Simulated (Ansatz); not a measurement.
# ZnO: a line through a two-coordinate scan

How does the energy of ZnO (P6_3mc, No. 186; 4 atoms in the cell) vary with shift of O3 along [0 0 1], at c/a of the conventional cell at fixed volume = 1.614?

Computed with Ansatz 0.2.0 (DFT PBEsol, scalar-relativistic, plane waves, PAW, unless a step's input says otherwise).

19 further runs of the same task are left out: 19 set aside as unsound or not needed.

## (1) The system as given

It takes space group P6_3mc (No. 186, hexagonal). Conventional cell: a = 3.231 Å, b = 3.231 Å, c = 5.215 Å, α = 90.00°, β = 90.00°, γ = 120.00°. Zn (site symmetry 3m) has 4 O at 1.97 to 1.98 Å as nearest neighbours. O (site symmetry 3m) is surrounded by 4 Zn at 1.97 to 1.98 Å.

Structure file:

```cif
data_structure
_symmetry_space_group_name_H-M 'P 1'
_symmetry_Int_Tables_number 1
_cell_length_a 3.2309
_cell_length_b 3.2309
_cell_length_c 5.2154
_cell_angle_alpha 90.000
_cell_angle_beta 90.000
_cell_angle_gamma 120.000
_cell_volume 47.15
loop_
_atom_site_label
_atom_site_type_symbol
_atom_site_fract_x
_atom_site_fract_y
_atom_site_fract_z
_atom_site_occupancy
Zn1 Zn 0.33333 0.66667 0.00158 1
Zn2 Zn 0.66667 0.33333 0.50158 1
O1 O 0.33333 0.66667 0.38052 1
O2 O 0.66667 0.33333 0.88052 1
```

It is the result of an earlier relaxation at this level (volume 11.79 Å³/atom; gap on the mesh: 0.70 eV).

## (2) The scan

Atoms count from 1 in the order of the input.

The energy is mapped over a free internal coordinate and the cell.

First coordinate, shift of O3 along [0 0 1], its symmetry partners moved as symmetry demands (measured in the relaxed cell): 7 values from −0.236 Å. Second coordinate, c/a of the conventional cell at fixed volume: 7 values from 1.485 to 1.743.

Nothing else is relaxed (all other coordinates fixed). Energies count from the relaxed crystal. Points are written as (first, second).

## (3) Point (−0.236 Å, 1.614)

Contents of input.yaml:

```yaml
crystal:
  lattice:
    - [3.2309318303, 0.0, 0.0]
    - [-1.6154659151, 2.7980690429, 0.0]
    - [0.0, 0.0, 5.2153681419]
  atoms:
    - { symbol: Zn, position: [0.3333333333, 0.6666666667, 0.0015754469] }
    - { symbol: Zn, position: [0.6666666667, 0.3333333333, 0.5015754469] }
    - { symbol: O, position: [0.3333333333, 0.6666666667, 0.3352736727] }
    - { symbol: O, position: [0.6666666667, 0.3333333333, 0.8352736727] }
basis:
  ecutwfc: 520.0
kpoints:
  mp_grid: { grid: [9, 9, 6] }
hamiltonian:
  xc: pbesol
  pseudopotentials: { kind: paw, azcp: { folder: soft_1 } }
scf:
  occupations: { method: gaussian, width: 0.05 }
output:
  forces: true
  stress: true
  eigenvalues: true
```

Launch:

```sh
$ ansatz run input.yaml --threads 1 --pin off --max-ram 2048MiB --backend cpu --events-out ev --progress --plain --runs-dir out
```

Log (excerpt; [...] marks lines left out):

```text
Warning: <dir> the record states the generating functional pbe (its physics header spells it `PBE`), which answers neither for hamiltonian.xc's functional nor for the pbesol family's — results may be inconsistent (PPs are generated against a specific XC)
[...]
Warning: RAYON_NUM_THREADS=1 ignored (pool sized by the plan → 1); use --threads N
[...]
Pseudopotentials: kind: paw
Pseudopotential: Zn, paw, valence charge 12, recommended cutoff 420 eV (normal), <dir>
Pseudopotential: O, paw, valence charge 6, recommended cutoff 420 eV (normal), <dir>
Functional definition: PBEsol
[...]
Crystal: 4 atoms, lattice volume = 47.149 Å³
Basis set: ecut = 520 eV, 1243 PW (Γ), exchange–correlation on 50×50×80 points (8 copies of the dense FFT grid, shifted against one another)
Bands: 22, of which v1, the nominal top of the filled ones, is band 18 counted from 1 (17 counted from 0)
Symmetry: 12 space group operations
Space group: P63mc (ITA 186), of the structure as read, at distance tolerance 3.6e-5 Å
k-points: 48 of 486 (time reversal used)
[...]
SCF iter   1: F=—  HF=-7684.504367 eV  |F-HF|=—  |Δ(HF+E_count)|=         —  Δρ=1.07e-1  dr2=2.86e0  ethr=3.10e-3  ⟨swp⟩=5.9  Hψ=5598  notcnv=0
[...]
SCF iter   9: F=-7683.667894 eV  HF=-7683.667894 eV  |F-HF|=8.66e-9  |Δ(HF+E_count)|=   3.26e-7  Δρ=4.74e-6  dr2=1.33e-8  ethr=2.78e-10  ⟨swp⟩=6.9  Hψ=5564  notcnv=0
[...]
SCF converged after 9 iterations
Free energy (F): -7683.667894 eV
[...]
E sigma→0 (E₀):  -7683.667894 eV
Fermi energy:    7.582787 eV
[...]
--- Forces (eV/Å), atoms counted from 1 ---
  atom   1  Zn    -0.00000000     0.00000000    -3.28773718
  atom   2  Zn    -0.00000000    -0.00000000    -3.28773718
  atom   3  O      0.00000000    -0.00000000     3.28773447
  atom   4  O      0.00000000     0.00000000     3.28773447
[...]
--- Stress (GPa, compression-positive) ---
       -6.234810       0.000000       0.000000
        0.000000      -6.234810       0.000000
        0.000000       0.000000      31.584149
  P = ⅓ Tr σ = 6.3715 GPa (63.715 kbar)
--- Band table (eV; the first three rows and the last of 48) ---
  k-point 0: bands = ["-11.0779", "-10.2604", "0.8062", "1.0439", "1.4528", "1.4528", "1.9002", "1.9002", "2.4531", "2.4531", "2.6569", "2.6896", "2.6896", "5.8731", "5.8731", "7.0720", "7.1276", "7.1276", "8.0360", "12.5741", "15.5026", "20.1326"]
[...]
```

Wall time 15 s (1 thread of Arm Neoverse N1, shared host); peak memory 0.35 GiB.

Energy on the map's scale: 153 meV/atom.

## (4) Grid point (−0.157 Å, 1.614)

input.yaml, as its differences from that of step 3:

```diff
@@ -8,4 +8,4 @@
     - { symbol: Zn, position: [0.6666666667, 0.3333333333, 0.5015754469] }
-    - { symbol: O, position: [0.3333333333, 0.6666666667, 0.3352736727] }
-    - { symbol: O, position: [0.6666666667, 0.3333333333, 0.8352736727] }
+    - { symbol: O, position: [0.3333333333, 0.6666666667, 0.3503636909] }
+    - { symbol: O, position: [0.6666666667, 0.3333333333, 0.8503636909] }
 basis:
```

Launch:

```sh
$ ansatz run input.yaml --threads 1 --pin off --max-ram 2048MiB --backend cpu --events-out ev --progress --plain --runs-dir out
```

Log (excerpt; [...] marks lines left out):

```text
Warning: <dir> the record states the generating functional pbe (its physics header spells it `PBE`), which answers neither for hamiltonian.xc's functional nor for the pbesol family's — results may be inconsistent (PPs are generated against a specific XC)
[...]
Warning: RAYON_NUM_THREADS=1 ignored (pool sized by the plan → 1); use --threads N
[...]
[... 4 set-up lines as earlier in the session ...]
[...]
Crystal: 4 atoms, lattice volume = 47.149 Å³
Basis set: ecut = 520 eV, 1243 PW (Γ), exchange–correlation on 50×50×80 points (8 copies of the dense FFT grid, shifted against one another)
Bands: 22, of which v1, the nominal top of the filled ones, is band 18 counted from 1 (17 counted from 0)
[... 2 set-up lines as earlier in the session ...]
k-points: 48 of 486 (time reversal used)
[...]
SCF iter   9: F=-7684.051531 eV  HF=-7684.051531 eV  |F-HF|=8.27e-9  |Δ(HF+E_count)|=   3.35e-7  Δρ=4.38e-6  dr2=1.12e-8  ethr=2.78e-10  ⟨swp⟩=6.8  Hψ=5445  notcnv=0
[...]
SCF converged after 9 iterations
Free energy (F): -7684.051531 eV
[...]
E sigma→0 (E₀):  -7684.051531 eV
Fermi energy:    7.532797 eV
[...]
--- Forces (eV/Å), atoms counted from 1 ---
  atom   1  Zn    -0.00000000     0.00000000    -1.69669519
  atom   2  Zn    -0.00000000    -0.00000000    -1.69669519
  atom   3  O      0.00000000    -0.00000000     1.69669113
  atom   4  O      0.00000000     0.00000000     1.69669113
[...]
--- Stress (GPa, compression-positive) ---
       -4.424773       0.000000       0.000000
        0.000000      -4.424773       0.000000
        0.000000       0.000000      16.140774
  P = ⅓ Tr σ = 2.4304 GPa (24.304 kbar)
--- Band table (eV; the first three rows and the last of 48) ---
  k-point 0: bands = ["-11.0025", "-10.1962", "1.0477", "1.1694", "1.4763", "1.4763", "1.8280", "1.8280", "2.5323", "2.5323", "2.7691", "2.7691", "2.8286", "6.0291", "6.0291", "7.1193", "7.1287", "7.1287", "7.9347", "12.4905", "15.4089", "20.0894"]
[...]
```

Run time: 15 s. Hardware: 1 thread of Arm Neoverse N1, shared host; peak memory 0.35 GiB.

Energy on the map's scale: 57 meV/atom.

## (5) Grid point (−0.079 Å, 1.614)

input.yaml, as its differences from that of step 4:

```diff
@@ -8,4 +8,4 @@
     - { symbol: Zn, position: [0.6666666667, 0.3333333333, 0.5015754469] }
-    - { symbol: O, position: [0.3333333333, 0.6666666667, 0.3503636909] }
-    - { symbol: O, position: [0.6666666667, 0.3333333333, 0.8503636909] }
+    - { symbol: O, position: [0.3333333333, 0.6666666667, 0.3654345349] }
+    - { symbol: O, position: [0.6666666667, 0.3333333333, 0.8654345349] }
 basis:
```

Launch:

```sh
$ ansatz run input.yaml --threads 1 --pin off --max-ram 2048MiB --backend cpu --events-out ev --progress --plain --runs-dir out
```

Log (excerpt; [...] marks lines left out):

```text
Warning: <dir> the record states the generating functional pbe (its physics header spells it `PBE`), which answers neither for hamiltonian.xc's functional nor for the pbesol family's — results may be inconsistent (PPs are generated against a specific XC)
[...]
Warning: RAYON_NUM_THREADS=1 ignored (pool sized by the plan → 1); use --threads N
[...]
[... 4 set-up lines as earlier in the session ...]
[...]
Crystal: 4 atoms, lattice volume = 47.149 Å³
Basis set: ecut = 520 eV, 1243 PW (Γ), exchange–correlation on 50×50×80 points (8 copies of the dense FFT grid, shifted against one another)
Bands: 22, of which v1, the nominal top of the filled ones, is band 18 counted from 1 (17 counted from 0)
[... 2 set-up lines as earlier in the session ...]
k-points: 48 of 486 (time reversal used)
[...]
SCF iter   9: F=-7684.230692 eV  HF=-7684.230692 eV  |F-HF|=6.59e-9  |Δ(HF+E_count)|=   3.52e-7  Δρ=4.36e-6  dr2=1.01e-8  ethr=2.78e-10  ⟨swp⟩=6.7  Hψ=5357  notcnv=0
[...]
SCF converged after 9 iterations
Free energy (F): -7684.230692 eV
[...]
E sigma→0 (E₀):  -7684.230692 eV
Fermi energy:    7.509880 eV
[...]
--- Forces (eV/Å), atoms counted from 1 ---
  atom   1  Zn    -0.00000000     0.00000000    -0.65829801
  atom   2  Zn    -0.00000000    -0.00000000    -0.65829801
  atom   3  O      0.00000000    -0.00000000     0.65829123
  atom   4  O      0.00000000     0.00000000     0.65829123
[...]
--- Stress (GPa, compression-positive) ---
       -2.311953       0.000000       0.000000
        0.000000      -2.311953       0.000000
        0.000000       0.000000       6.160444
  P = ⅓ Tr σ = 0.5122 GPa (5.122 kbar)
--- Band table (eV; the first three rows and the last of 48) ---
  k-point 0: bands = ["-10.9640", "-10.1730", "1.2529", "1.2790", "1.4494", "1.4494", "1.7176", "1.7176", "2.5810", "2.5810", "2.8081", "2.8081", "2.9788", "6.1937", "6.1937", "7.1265", "7.1424", "7.1424", "7.8750", "12.4105", "15.3306", "20.0551"]
[...]
```

Wall time 15 s (1 thread of Arm Neoverse N1, shared host); peak memory 0.35 GiB.

Energy on the map's scale: 12 meV/atom.

## (6) Grid point (0.157 Å, 1.614)

input.yaml, as its differences from that of step 5:

```diff
@@ -8,4 +8,4 @@
     - { symbol: Zn, position: [0.6666666667, 0.3333333333, 0.5015754469] }
-    - { symbol: O, position: [0.3333333333, 0.6666666667, 0.3654345349] }
-    - { symbol: O, position: [0.6666666667, 0.3333333333, 0.8654345349] }
+    - { symbol: O, position: [0.3333333333, 0.6666666667, 0.4106854153] }
+    - { symbol: O, position: [0.6666666667, 0.3333333333, 0.9106854153] }
 basis:
```

Launch:

```sh
$ ansatz run input.yaml --threads 1 --pin off --max-ram 2048MiB --backend cpu --events-out ev --progress --plain --runs-dir out
```

Log (excerpt; [...] marks lines left out):

```text
Warning: <dir> the record states the generating functional pbe (its physics header spells it `PBE`), which answers neither for hamiltonian.xc's functional nor for the pbesol family's — results may be inconsistent (PPs are generated against a specific XC)
[...]
Warning: RAYON_NUM_THREADS=1 ignored (pool sized by the plan → 1); use --threads N
[...]
[... 4 set-up lines as earlier in the session ...]
[...]
Crystal: 4 atoms, lattice volume = 47.149 Å³
Basis set: ecut = 520 eV, 1243 PW (Γ), exchange–correlation on 50×50×80 points (8 copies of the dense FFT grid, shifted against one another)
Bands: 22, of which v1, the nominal top of the filled ones, is band 18 counted from 1 (17 counted from 0)
[... 2 set-up lines as earlier in the session ...]
k-points: 48 of 486 (time reversal used)
[...]
SCF iter   9: F=-7684.165443 eV  HF=-7684.165443 eV  |F-HF|=5.57e-9  |Δ(HF+E_count)|=   4.78e-7  Δρ=4.26e-6  dr2=9.26e-9  ethr=2.78e-10  ⟨swp⟩=6.9  Hψ=5468  notcnv=0
[...]
SCF converged after 9 iterations
Free energy (F): -7684.165443 eV
[...]
E sigma→0 (E₀):  -7684.165443 eV
Fermi energy:    7.597800 eV
[...]
--- Forces (eV/Å), atoms counted from 1 ---
  atom   1  Zn     0.00000000     0.00000000     0.59090177
  atom   2  Zn     0.00000000    -0.00000000     0.59090177
  atom   3  O     -0.00000000    -0.00000000    -0.59091405
  atom   4  O     -0.00000000     0.00000000    -0.59091405
[...]
--- Stress (GPa, compression-positive) ---
        4.755010      -0.000000      -0.000000
       -0.000000       4.755010       0.000000
       -0.000000       0.000000      -5.159650
  P = ⅓ Tr σ = 1.4501 GPa (14.501 kbar)
--- Band table (eV; the first three rows and the last of 48) ---
  k-point 0: bands = ["-10.9804", "-10.2418", "1.2113", "1.2113", "1.2932", "1.2932", "1.6006", "1.7355", "2.5899", "2.5899", "2.7907", "2.7907", "3.2174", "6.6450", "6.6450", "6.8019", "7.2306", "7.2306", "7.9626", "12.2082", "15.1771", "19.9897"]
[...]
```

Run time: 15 s. Hardware: 1 thread of Arm Neoverse N1, shared host; peak memory 0.35 GiB.

That is 28 meV/atom from the zero.

## (7) Grid point (0.236 Å, 1.614)

input.yaml, as its differences from that of step 6:

```diff
@@ -8,4 +8,4 @@
     - { symbol: Zn, position: [0.6666666667, 0.3333333333, 0.5015754469] }
-    - { symbol: O, position: [0.3333333333, 0.6666666667, 0.4106854153] }
-    - { symbol: O, position: [0.6666666667, 0.3333333333, 0.9106854153] }
+    - { symbol: O, position: [0.3333333333, 0.6666666667, 0.4257754335] }
+    - { symbol: O, position: [0.6666666667, 0.3333333333, 0.9257754335] }
 basis:
```

Launch:

```sh
$ ansatz run input.yaml --threads 1 --pin off --max-ram 2048MiB --backend cpu --events-out ev --progress --plain --runs-dir out
```

Log (excerpt; [...] marks lines left out):

```text
Warning: <dir> the record states the generating functional pbe (its physics header spells it `PBE`), which answers neither for hamiltonian.xc's functional nor for the pbesol family's — results may be inconsistent (PPs are generated against a specific XC)
[...]
Warning: RAYON_NUM_THREADS=1 ignored (pool sized by the plan → 1); use --threads N
[...]
[... 4 set-up lines as earlier in the session ...]
[...]
Crystal: 4 atoms, lattice volume = 47.149 Å³
Basis set: ecut = 520 eV, 1243 PW (Γ), exchange–correlation on 50×50×80 points (8 copies of the dense FFT grid, shifted against one another)
Bands: 22, of which v1, the nominal top of the filled ones, is band 18 counted from 1 (17 counted from 0)
[... 2 set-up lines as earlier in the session ...]
k-points: 48 of 486 (time reversal used)
[...]
SCF iter   9: F=-7684.065846 eV  HF=-7684.065846 eV  |F-HF|=5.24e-9  |Δ(HF+E_count)|=   5.36e-7  Δρ=3.98e-6  dr2=8.52e-9  ethr=2.78e-10  ⟨swp⟩=6.8  Hψ=5552  notcnv=0
[...]
SCF converged after 9 iterations
Free energy (F): -7684.065846 eV
[...]
E sigma→0 (E₀):  -7684.065846 eV
Fermi energy:    7.645575 eV
[...]
--- Forces (eV/Å), atoms counted from 1 ---
  atom   1  Zn     0.00000000     0.00000000     0.65556593
  atom   2  Zn     0.00000000    -0.00000000     0.65556593
  atom   3  O     -0.00000000    -0.00000000    -0.65558036
  atom   4  O     -0.00000000     0.00000000    -0.65558036
[...]
--- Stress (GPa, compression-positive) ---
        6.984280      -0.000000      -0.000000
       -0.000000       6.984280       0.000000
       -0.000000       0.000000      -5.674191
  P = ⅓ Tr σ = 2.7648 GPa (27.648 kbar)
--- Band table (eV; the first three rows and the last of 48) ---
  k-point 0: bands = ["-11.0065", "-10.2832", "1.1170", "1.1170", "1.1573", "1.1573", "1.7187", "1.8721", "2.5675", "2.5675", "2.7650", "2.7650", "3.2214", "6.6292", "6.7648", "6.7648", "7.2656", "7.2656", "8.0233", "12.1574", "15.1484", "19.9770"]
[...]
```

Wall time 15 s (1 thread of Arm Neoverse N1, shared host); peak memory 0.35 GiB.

That is 53 meV/atom from the zero.

## (8) The line in numbers

```
shift of O3 along [0 0 1], its symmetry partners moved as symmetry demands (measured in the relaxed cell) (Å)  step  energy (meV/atom)  slope (meV/atom per Å)  pressure (GPa)  band gap on the k-mesh (eV)  largest force on an atom (eV/Å)
                                                                                                       −0.236     3                153                   −1644             6.4                         0.91                             3.29
                                                                                                       −0.157     4                 57                    −848             2.4                         0.81                             1.70
                                                                                                       −0.079     5                 12                    −329             0.5                         0.73                             0.66
                                                                                                        0.000     –                  0                       0             0.0                         0.70                             0.00
                                                                                                        0.079     –                  8                     195             0.4                         0.71                             0.39
                                                                                                        0.157     6                 28                     295             1.4                         0.73                             0.59
                                                                                                        0.236     7                 53                     328             2.8                         0.76                             0.66
```

Energies count from the relaxed crystal. Rows without a step come from runs not printed here or follow by symmetry. Slopes come from the forces (and the stress, where the cell changes), not from differences of energies.

**Reading.** The lowest point of the line is at 0.000 Å, 0 meV/atom from the zero. A fit to energies and slopes at the lowest point and its two neighbours puts the minimum at 0.0000 Å, with a curvature of about 3200 meV/atom per Å². The well is lopsided: two grid steps out, the energy rises by 57 meV/atom towards smaller values and 28 meV/atom towards larger ones. The highest point computed, at −0.236 Å, lies 153 meV/atom above the lowest. This is one cut through a surface in two coordinates; it holds the lowest point sampled, which need not be a minimum. With the other coordinates free, the energies away from the reference would be the same or lower.

The gaps are Kohn-Sham values of a semilocal functional, not quasiparticle or optical gaps. Such gaps usually fall short of the measured ones.
